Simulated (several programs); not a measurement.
**What each method gives for TiS₂ (CdI2 type)**

Measured values to be reproduced:
- volume: 19.08 Å³ an atom (from the lattice constants; a, experimental database value; “Crystal growth, characterization and electronic band structure of TiSeS”; Experimental value from Springer Materials database; temperature and sample not stated; 2022; arxiv:2210.12799)

TiS₂ built on the CdI2 prototype, relaxed with r2SCAN+rVV10 in Ansatz, was computed with several methods. It is trigonal, P-3m1 (No. 164); conventional cell a = 3.411 Å, c = 5.739 Å, 19.27 Å³ an atom. Around Ti lie 6 S at 2.42 Å; around S lie 3 Ti at 2.42 Å. (Simulation; spin polarisation is off.)

```cif
data_structure
_symmetry_space_group_name_H-M 'P-3m1'
_symmetry_Int_Tables_number 164
_cell_length_a 3.4106
_cell_length_b 3.4106
_cell_length_c 5.7387
_cell_angle_alpha 90.000
_cell_angle_beta 90.000
_cell_angle_gamma 120.000
_cell_volume 57.81
loop_
_atom_site_label
_atom_site_type_symbol
_atom_site_symmetry_multiplicity
_atom_site_Wyckoff_symbol
_atom_site_fract_x
_atom_site_fract_y
_atom_site_fract_z
_atom_site_occupancy
Ti1 Ti 1 a 0.00000 0.00000 0.00000 1
S1 S 2 d 0.33333 0.66667 0.24491 1
```

Gaps and times are for a single point on this cell; volume and bulk modulus come from each method's own relaxation or energy curve at fixed shape, which is too stiff where a cell has free coordinates or axes. Times are rough, from shared hosts (Arm Neoverse V2; Intel Xeon Platinum 8259CL CPU @ 2.50GHz), and each method has its own mesh and cell size. A double dagger marks a value from a curve with shape and coordinates held. PM7 (MOPAC), GFN1-xTB (tblite), GFN2-xTB (tblite) treat a cluster of cells at its zone centre, which samples few k points: where these miss a band edge, the gap comes out too large for that reason alone. Gaps from k meshes are read at a limited set of points (mesh, symmetry points, PBE's band edges), so each method's own least gap may be somewhat smaller. xTB and the PM methods were fitted mostly to molecules, and can miss a solid's gap by electronvolts. Minimal bases can be far off for gaps. Times of the plane-wave ladder aren't listed, since it ran on unlike processors and cards. Curves at held shape can't give the bulk modulus of a layered or molecular crystal, so none is listed. d marks a direct gap, i an indirect one (no mark: not told apart), a dash a value that wasn't computed or didn't pass its checks.

| method | kind | gap (eV) | own volume (Å³/atom) | bulk modulus (GPa) | atoms computed | processor time |
| --- | --- | --- | --- | --- | --- | --- |
| PBE-D3(BJ) | semilocal | – | 17.95 | – | 3 | – |
| r2SCAN+rVV10 | semilocal | – | 19.27 | – | 3 | – |
| PBE-D4 | semilocal | – | 18.51 | – | 3 | – |
| light PBE (260 eV and a coarse mesh) | light plane-wave | overlap 0.07 | – | – | 3 | 0.86 s |
| PBE | semilocal | overlap 0.08 | – | – | 3 | – |
| GFN1-xTB (tblite) | tight binding | 0.24 | 18.78‡ | – | cluster | 4.1 s |
| LDA | semilocal | overlap 0.18 | – | – | 3 | – |
| GFN2-xTB (tblite) | tight binding | 0.37 | 20.98‡ | – | cluster | 5.5 s |
| PBE/SZV (CP2K) | small basis | 0 | 18.28‡ | – | 3 | 7.2 s |
| r2SCAN | semilocal | 0.14 i | – | – | 3 | – |
| PBE/DZVP (CP2K) | small basis | overlap 0.10 | 19.49‡ | – | 3 | 19 s |
| PBE/single zeta (GPAW) | small basis | 0.14 i | – | – | 3 | 66 s |
| PM7 (MOPAC) | semi-empirical | 4.12 | – | – | cluster | 67 s |
| PBE0 | hybrid | 1.25 i | – | – | 3 | – |
| HSE06 | hybrid | 0.61 i | – | – | 3 | – |

Against HSE06 (0.61 eV) and with closed or daggered gaps left aside, the nearest gap at the points sampled is that of GFN2-xTB (tblite) (-0.24 eV) and the farthest that of PM7 (MOPAC) (+3.51 eV). HSE06 is only a yardstick of convenience, and nearness to it can be luck.

With PBE the bands overlap or touch, or nearly. Semilocal functionals can close a real gap, so this doesn't show a metal; small gaps of other methods may in turn close between the points read or with spin-orbit coupling, and the solid may be a semimetal.

Comparison with experiment:
- Volume, measured 19.08 Å³ an atom: PBE-D3(BJ) -5.9 %, r2SCAN+rVV10 +1.0 %, PBE-D4 -3.0 %.
The calculations are for a static lattice; samples hold vibrations, temperature and, in optical gaps, excitons. A measured value is shown where most reports agree with it, and only for the quantities listed.
